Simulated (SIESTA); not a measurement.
## Ir: relaxation of cell and atoms with PBEsol

Ir:

```
Ir
1.0
     0.00000    1.91560    1.91560
     1.91560    0.00000    1.91560
     1.91560    1.91560    0.00000
Ir
1
Direct
  0.00000 0.00000 0.00000
```

```json
{
 "Program": "SIESTA 5.4.2",
 "Task": "relaxation of cell and atoms",
 "Functional": "PBEsol",
 "Potentials or basis": "PseudoDojo 0.4 standard (PBE files)",
 "Basis": "DZP (energy shift 0.003 Ry; two zetas on semicore shells)",
 "Grid cutoff": "800 Ry",
 "Energy shift": "0.003 Ry",
 "k mesh": "12 × 12 × 12",
 "Occupations": "fermi-dirac, width 0.05 eV",
 "Spin": "no spin polarisation",
 "optimiser": "CG",
 "force tolerance": "0.01 eV/Å"
}
```

The relaxed volume is 14.18 Å³/atom. The relaxed cell is a = 2.717 Å, b = 2.717 Å, c = 2.717 Å, α = 60.00°, β = 60.00°, γ = 60.00°. The space group after relaxing (to 0.05 Å) is Fm-3m (No. 225) and the energy gained by relaxing is 1.0 meV/atom. The ionic steps are 3 and the pressure after relaxing is -0.1 GPa. The band gap on the k mesh is none (metal or under the smearing width).

Step by step:
```csv
step,energy change (eV),largest force (eV/Å),pressure (GPa),volume (Å³)
1,0.0000,0.0000,3.18,14.06
2,0.0104,0.0000,-9.50,14.55
3,-0.0010,0.0000,-0.05,14.18
```

Final structure:
```xyz
1
Lattice="0.0000 1.9210 1.9210 1.9210 0.0000 1.9210 1.9210 1.9210 0.0000" Properties=species:S:1:pos:R:3 pbc="T T T"
Ir    0.0000    0.0000    0.0000
```

It took 54 s on 1 thread of Intel(R) Xeon(R) 6975P-C (Granite Rapids), with other jobs on the host, peak memory 0.24 GiB.

Caveat: the potentials were made for another functional, which shifts forces and pressure; short orbitals over semicore shells can move pressures by several GPa; the valence orbitals were made in a potential fitted to the semicore shell under them, which widens gaps by tenths of an eV or more; the basis of atomic orbitals isn't converged, which shifts pressures, moduli and gaps. Zero-point motion and thermal expansion aren't in these numbers.
